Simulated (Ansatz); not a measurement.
The system is Ge.

```
Ge
1.0
     1.48805   -2.59469    0.00000
     1.48805    2.59469    0.00000
     0.00000    0.00000    4.72760
Ge
2
Direct
  0.33345 0.66655 0.25000
  0.66655 0.33345 0.75000
```

This isn't the form of Ge at room conditions, which is diamond.

```yaml
Program: Ansatz 0.2.0
Task: relaxation of cell and atoms
Functional: LDA
Potentials_or_basis: Ansatz PAW
Cutoff: "420 eV (not typed: the program's choice for these potentials)"
k_mesh: 10 × 10 × 6
Occupations: fermi-dirac, width 0.05 eV
Spin: no spin polarisation
```

At the start: volume 18.25 Å³/atom.

**Question.** Where does the relaxation end?

**Answer.** It ends after 18 steps and the volume is 17.92 Å³/atom (-1.8 %); space group P6/mmm (No. 191, to 0.05 Å).

The path:
```
step  energy change (eV)  largest force (eV/Å)  volume (Å³)
   1              0.0000                0.0004        36.51
   2             -0.0067                0.0049        35.51
   3             -0.0077                0.0058        35.87
   4             -0.0079                0.0069        35.86
   5             -0.0080                0.0108        35.83
   6             -0.0082                0.0095        35.83
   7             -0.0084                0.0095        35.83
   8             -0.0304                0.1201        35.75
   9             -0.0826                0.0699        35.76
  10             -0.1589                0.0703        35.85
  11             -0.1794                0.0088        35.92
  12             -0.1810                0.0046        36.37
  13             -0.1859                0.0003        35.97
  14             -0.1871                0.0001        35.79
  15             -0.1872                0.0001        35.83
  16             -0.1876                0.0001        35.83
  17             -0.1876                0.0001        35.84
  18             -0.1876                0.0001        35.84
```

Final structure:
```cif
data_structure
_symmetry_space_group_name_H-M 'P 1'
_symmetry_Int_Tables_number 1
_cell_length_a 2.8280
_cell_length_b 2.8280
_cell_length_c 5.1747
_cell_angle_alpha 90.000
_cell_angle_beta 90.000
_cell_angle_gamma 120.011
_cell_volume 35.84
loop_
_atom_site_label
_atom_site_type_symbol
_atom_site_fract_x
_atom_site_fract_y
_atom_site_fract_z
_atom_site_occupancy
Ge1 Ge 0.50006 0.49994 0.25000 1
Ge2 Ge 0.49994 0.50006 0.75000 1
```

Caveat: the plane-wave basis is chosen anew once the cell has moved, so the energies of steps on either side of that aren't comparable; the PAW data sets come from PBE, with cores solved anew for the run's functional, which leaves a small shift of forces and pressure.
